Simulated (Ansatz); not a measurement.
Runs of Ansatz 0.2.0 on MgSi. The structure is orthorhombic, space group Cmcm (No. 63). The conventional cell has a = 3.005 Å, b = 10.852 Å, c = 4.340 Å, α = 90.00°, β = 90.00°, γ = 90.00°. Around Si (site symmetry m2m) lie 4 Si at 2.66 to 3.01 Å and 7 Mg at 2.83 to 3.00 Å. Mg (site symmetry m2m) has 7 Si at 2.83 to 3.00 Å and 6 Mg at 3.01 to 3.18 Å as nearest neighbours. The cell comes from a database or a generator and needn't be the stable form of this composition.

```csv
task,level,potentials or basis,k mesh,cutoff (eV),smearing,basis error allowed,mesh quality,gap on the mesh (eV),pressure (GPa),V0 of scaled cells (Å³/atom),B0 (GPa),largest force (eV/Å)
phonons,PBEsol,"all-electron LAPW, scalar-relativistic",9 × 9 × 6,147,fermi-dirac 0.05 eV,0.002 eV/atom,not flagged,none,-,-,-,0.16
single point,PBEsol,"all-electron LAPW, scalar-relativistic",9 × 9 × 6,150,fermi-dirac 0.05 eV,0.001 eV/atom,not flagged,none,-1.4,-,-,0.16
single point,PBEsol,"all-electron LAPW, scalar-relativistic",5 × 5 × 4,134,fermi-dirac 0.03 eV,0.002 eV/atom,coarse,none,-1.2,-,-,0.19
density of states,PBEsol,all-electron PAW datasets made for the crystal,9 × 9 × 6,160,fermi-dirac 0.05 eV,-,not flagged,none,-1.4,-,-,0.16
equation of state,PBEsol,"all-electron LAPW, scalar-relativistic",9 × 9 × 6,-,fermi-dirac 0.05 eV,0.001 eV/atom,not flagged,-,-,(b),64,-
band structure,PBEsol,"all-electron LAPW, scalar-relativistic",9 × 9 × 6,134,fermi-dirac 0.05 eV,0.002 eV/atom,not flagged,-,-1.4,-,-,0.16
equation of state,LDA,"all-electron LAPW, scalar-relativistic",9 × 9 × 6,-,fermi-dirac 0.05 eV,0.002 eV/atom,not flagged,-,-,16.81,67,-
band structure,LDA,"all-electron LAPW, scalar-relativistic",9 × 9 × 6,135,fermi-dirac 0.05 eV,0.002 eV/atom,not flagged,-,(a),-,-,0.16
```

Alike in all rows: no spin polarisation; cell as given.

Task: Fill in the values left out.

Result: (a) -3.0; (b) 17.28.

Caveats: some runs use coarse meshes; the cell was scaled at fixed shape and fractional positions, which overstates the stiffness of a crystal with free parameters, most of all of layers and chains (some runs); a metal's response needs a denser mesh (some runs); the k mesh is thin for a metal, which can move the energy by tens of meV per atom (some runs); the program warned that the printed levels may be off, so bands, gaps and densities of states are rough (some runs).

A k mesh can miss the band edges.

A gap of «none» marks a metal or a gap under the smearing width.

Not every run made on this cell is shown here.
